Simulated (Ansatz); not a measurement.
The system is Cu.

```xyz
2
Lattice="1.2185 -3.9764 0.0000 1.2185 3.9764 0.0000 0.0000 0.0000 2.4755" Properties=species:S:1:pos:R:3 pbc="T T T"
Cu    1.2185   -2.9118    1.8566
Cu    1.2185    2.9118    0.6189
```

This isn't the form of Cu at room conditions, which is fcc.

| Item | Value |
| --- | --- |
| Program | Ansatz 0.2.0 |
| Task | relaxation of cell and atoms |
| Functional | PBEsol0 |
| Potentials or basis | Ansatz PAW |
| Cutoff | 420 eV (not typed: the program's choice for these potentials) |
| k mesh | 6 × 6 × 6 |
| Occupations | fermi-dirac, width 0.05 eV |
| Spin | no spin polarisation |

At the start: volume 11.99 Å³/atom.

Q: Where does the relaxation end?

A: It ends after 7 steps; space group Cmcm (No. 63, to 0.05 Å).

Step by step:
```tsv
step	energy change (eV)	largest force (eV/Å)	volume (Å³)
1	0.0000	0.0221	23.99
2	-0.0037	0.0213	23.98
3	-0.0057	0.0003	23.96
4	-0.0056	0.0003	23.98
5	-0.0055	0.0002	23.98
6	-0.0055	0.0001	23.98
7	-0.0055	0.0001	23.98
```

Final structure:
```
Cu
1.0
     1.20338   -4.02370    0.00000
     1.20338    4.02370    0.00000
     0.00000    0.00000    2.47586
Cu
2
Direct
  0.86677 0.13323 0.75000
  0.13323 0.86677 0.25000
```

Caveat: the k mesh is coarse (spacing up to 0.45 Å⁻¹), so the values aren't converged, least of all with exact exchange; the plane-wave basis is chosen anew once the cell has moved, so the energies of steps on either side of that aren't comparable; the pressure holds a Pulay correction of +0.3 GPa for the finite cutoff; the PAW data sets come from PBE, with cores solved anew for the run's functional, which leaves a small shift of forces and pressure.
